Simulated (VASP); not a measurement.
# Si2Mo (I4/mmm) in VASP: relaxation of cell and atoms with PBE

Aim: the relaxation of cell and atoms of Si2Mo with PBE.

All numbers are computed with VASP 6.6.1; they aren't measurements. Logs are shortened: lines on timing, memory, paths and dates and some standing lists are left out, and cuts for length are marked.

## Step 1: Starting point

Symmetry: I4/mmm, No. 139, tetragonal system. The conventional cell has a = 3.200 Å, b = 3.200 Å, c = 7.861 Å, α = 90.00°, β = 90.00°, γ = 90.00°. Around Si (site symmetry 4mm) lie 5 Si at 2.61 to 2.63 Å and 5 Mo at 2.62 Å. Mo (site symmetry 4/mmm) has 10 Si at 2.62 Å as nearest neighbours.

## Step 2: Relaxation of cell and atoms, PBE

INCAR reads:

```
PREC     = Accurate       # precision mode
ENCUT    = 600            # plane-wave cutoff, eV
EDIFF    = 1E-7           # SCF threshold, eV
ISMEAR   = 0              # smearing method
SIGMA    = 0.1            # smearing width, eV
LREAL    = False          # projectors in reciprocal space
LASPH    = True           # aspherical terms in the spheres
NELM     = 80             # most SCF steps
ALGO     = Normal         # electronic algorithm
ISIF     = 3              # what is computed and relaxed
LWAVE    = False          # write WAVECAR
LCHARG   = False          # write CHGCAR
GGA      = PE             # functional
IBRION   = 2              # ionic algorithm
NSW      = 80             # ionic steps
EDIFFG   = -0.004         # ionic threshold
```

KPOINTS reads:

```
Automatic mesh
0
Gamma
  13 13 13
```

POSCAR reads:

```
Si2Mo
1.0
   -1.6000000000      1.6000000000      3.9305000000
    1.6000000000     -1.6000000000      3.9305000000
    1.6000000000      1.6000000000     -3.9305000000
Si Mo
2 1
Direct
    0.3330000000      0.3330000000      0.0000000000
    0.6670000000      0.6670000000      0.0000000000
    0.0000000000      0.0000000000      0.0000000000
```

Potentials or basis: VASP PAW PBE potentials, release 64 (Si, Mo_sv).

Run with:

```sh
$ cat potpaw_PBE.64/Si/POTCAR potpaw_PBE.64/Mo_sv/POTCAR > POTCAR
$ mpirun -np 1 vasp_std > vasp.out
```

OUTCAR:

```text
PREC = Accurate
   ENCUT = 600
   EDIFF = 1E-7
   ISMEAR = 0
   LREAL = False
   LASPH = True
   NELM = 80
   ISIF = 3
   GGA = PE
   IBRION = 2
   NSW = 80
   EDIFFG = -0.004

 ion  position               nearest neighbor table
   1  0.333  0.333  0.000-   2 2.61   2 2.61   2 2.61   2 2.61   3 2.62   3 2.62   3 2.62   3 2.62
                             3 2.62   2 2.63
   2  0.667  0.667  0.000-   1 2.61   1 2.61   1 2.61   1 2.61   3 2.62   3 2.62   3 2.62   3 2.62
                             3 2.62   1 2.63
   3  0.000  0.000  0.000-   2 2.62   1 2.62   2 2.62   1 2.62   2 2.62   1 2.62   1 2.62   2 2.62
                             1 2.62   2 2.62

  LATTYP: Found a body centered tetragonal cell.
 ALAT       =     3.2000000000
 C/A-ratio  =     2.4565625000

  Lattice vectors:

 A1 = (  -1.6000000000,   1.6000000000,   3.9305000000)
 A2 = (   1.6000000000,  -1.6000000000,   3.9305000000)
 A3 = (   1.6000000000,   1.6000000000,  -3.9305000000)

Analysis of symmetry for initial positions (statically):
=====================================================================
 Subroutine PRICEL returns:
 Original cell was already a primitive cell.

 Routine SETGRP: Setting up the symmetry group for a
 body centered tetragonal supercell.

 Subroutine GETGRP returns: Found 16 space group operations
 (whereof 16 operations were pure point group operations)
 out of a pool of 16 trial point group operations.

The static configuration has the point symmetry D_4h.

Analysis of symmetry for dynamics (positions and initial velocities):
=====================================================================
 Subroutine PRICEL returns:
 Original cell was already a primitive cell.

 Routine SETGRP: Setting up the symmetry group for a
 body centered tetragonal supercell.

 Subroutine GETGRP returns: Found 16 space group operations
 (whereof 16 operations were pure point group operations)
 out of a pool of 16 trial point group operations.

The dynamic configuration has the point symmetry D_4h.

 Subroutine INISYM returns: Found 16 space group operations
 (whereof 16 operations are pure point group operations),
 and found     1 'primitive' translations

----------------------------------------------------------------------------------------

                                     Primitive cell

  volume of cell :      40.2483

  direct lattice vectors                    reciprocal lattice vectors
    -1.600000000  1.600000000  3.930500000     0.000000000  0.312500000  0.127210279
     1.600000000 -1.600000000  3.930500000     0.312500000  0.000000000  0.127210279
     1.600000000  1.600000000 -3.930500000     0.312500000  0.312500000  0.000000000
[... 113 lines left out ...]
   AEXX    =    0.0000 exact exchange contribution
   IVDW    =     0    specifies the selected vdW correction
   LEPSILON=     F    determine dielectric tensor
   LRPA    =     F    only Hartree local field effects (RPA)
 conjugate gradient relaxation of ions
 non-spin polarized calculation
 Gauss-broadening in eV      SIGMA  =   0.10
  energy-cutoff  :      600.00
  volume of cell :       40.25
 maximum number of plane-waves:      1361
   NGX = 19   NGY = 19   NGZ = 19

--------------------------------------- Ionic step        1  -------------------------------------------

 number of electron      22.0000000 magnetization

 Free energy of the ion-electron system (eV)
  ---------------------------------------------------
  ext. energy  EPLUGINS =         0.00000000
  ---------------------------------------------------
  free energy    TOTEN  =       -23.25325704 eV

  energy without entropy =      -23.25203079  energy(sigma->0) =      -23.25264392

------------------------ aborting loop because EDIFF is reached ----------------------------------------

  FORCE on cell =-STRESS in cart. coord.  units (eV):
  Direction    XX          YY          ZZ          XY          YZ          ZX
  --------------------------------------------------------------------------------------
  -------------------------------------------------------------------------------------
  Total        0.6963557      0.6963557      0.3878122      0.0000000     -0.0000000      0.0000000
  in kB       27.7200453     27.7200453     15.4377614      0.0000000     -0.0000000      0.0000000
  external PRESSURE =      23.6259506 kB  Pullay stress =       0.0000000 kB
[... 209 lines left out ...]
--------------------------------------- Ionic step        7  -------------------------------------------

 number of electron      22.0000000 magnetization

 Free energy of the ion-electron system (eV)
  ---------------------------------------------------
  ext. energy  EPLUGINS =         0.00000000
  ---------------------------------------------------
  free energy    TOTEN  =       -23.26184774 eV

  energy without entropy =      -23.26053429  energy(sigma->0) =      -23.26119101

 E-fermi :  12.0696     XC(G=0): -12.3663

 val. band max:       12.0633059032   @ k =  -0.3077  -0.3846   0.3077
 cond. band min:      12.0999357160   @ k =   0.0769  -0.0000   0.0000
 fundamental gap:      0.0366298128
 Fermi energy:        12.0695772317

 k-point     1 :       0.0000    0.0000    0.0000
  band No.  band energies     occupation
      1     -48.6733      2.00000
      2     -22.8145      2.00000
      3     -22.7481      2.00000
      4     -22.7481      2.00000
      5      -1.2537      2.00000
      6       5.7609      2.00000
      7       8.6417      2.00000
      8       9.0774      2.00000
      9       9.4800      2.00000
     10       9.4800      2.00000
     11      12.4206      0.00000
     12      15.1303      0.00000
     13      15.3094      0.00000
     14      15.5335      0.00000
[... 401 lines left out ...]
      2     -22.9781      2.00000
      3     -22.7911      2.00000
      4     -22.7753      2.00000
      5       2.5777      2.00000
      6       3.0877      2.00000
      7       6.6008      2.00000
      8       8.0539      2.00000
      9       9.4633      2.00000
     10       9.9625      2.00000
     11      10.9298      2.00000
     12      13.3641      0.00000
     13      14.1681      0.00000
     14      15.5548      0.00000
     15      16.5522      0.00000

 [... further k-points ...]

------------------------ aborting loop because EDIFF is reached ----------------------------------------

  FORCE on cell =-STRESS in cart. coord.  units (eV):
  Direction    XX          YY          ZZ          XY          YZ          ZX
  --------------------------------------------------------------------------------------
  -------------------------------------------------------------------------------------
  Total        0.0011822      0.0011822      0.0013041      0.0000000     -0.0000000     -0.0000000
  in kB        0.0464688      0.0464688      0.0512634      0.0000000     -0.0000000     -0.0000000
  external PRESSURE =       0.0480670 kB  Pullay stress =       0.0000000 kB
[... 18 lines left out ...]
  FREE ENERGIE OF THE ION-ELECTRON SYSTEM (eV)
  ---------------------------------------------------
  free  energy   TOTEN  =       -23.2618477359 eV

  energy  without entropy=      -23.2605342864  energy(sigma->0) =      -23.26119101

 reached required accuracy - stopping structural energy minimisation
```

CONTCAR:

```text
Si2Mo
   1.00000000000000
    -1.6087936936114131    1.6087936936114131    3.9370023602142235
     1.6087936936114131   -1.6087936936114131    3.9370023602142235
     1.6087936936114131    1.6087936936114131   -3.9370023602142235
  Si              Mo
     2     1
Direct
     0.3350673945510166    0.3350673945510166    0.0000000000000000
     0.6649326054489834    0.6649326054489834    0.0000000000000000
     0.0000000000000000    0.0000000000000000    0.0000000000000000

  0.00000000E+00  0.00000000E+00  0.00000000E+00
  0.00000000E+00  0.00000000E+00  0.00000000E+00
  0.00000000E+00  0.00000000E+00  0.00000000E+00
```

Run time: 5.2 min. Hardware: 1 thread of Intel Xeon 6975P-C (Granite Rapids), shared host; peak memory 0.31 GiB.

Results:

```
Free energy                            : -23.2618 eV
Relaxed volume                         : 13.59 Å³/atom
Relaxed cell                           : a = 4.547 Å, b = 4.547 Å, c = 4.547 Å, α = 138.56°, β = 138.56°, γ = 60.05°
Space group after relaxing (to 0.05 Å) : I4/mmm (No. 139)
Energy gained by relaxing              : 2.9 meV/atom
Ionic steps                            : 7
Pressure after relaxing                : 0.0 GPa
Band gap on the k mesh                 : none (metal or under the smearing width)
```

The path:
```tsv
step	energy change (eV)	largest force (eV/Å)	pressure (GPa)	volume (Å³)
1	0.0000	0.2773	2.36	40.25
2	-0.0017	0.0866	-3.21	41.41
3	-0.0067	0.1725	-0.71	40.87
4	-0.0085	0.0158	0.15	40.74
5	-0.0085	0.0142	0.01	40.76
6	-0.0086	0.0036	0.00	40.76
7	-0.0086	0.0000	0.00	40.76
```

Final structure:
```
Si Mo
1.0
    -1.60879    1.60879    3.93700
     1.60879   -1.60879    3.93700
     1.60879    1.60879   -3.93700
Si Mo
2 1
Direct
  0.33507 0.33507 0.00000
  0.66493 0.66493 0.00000
  0.00000 0.00000 0.00000
```
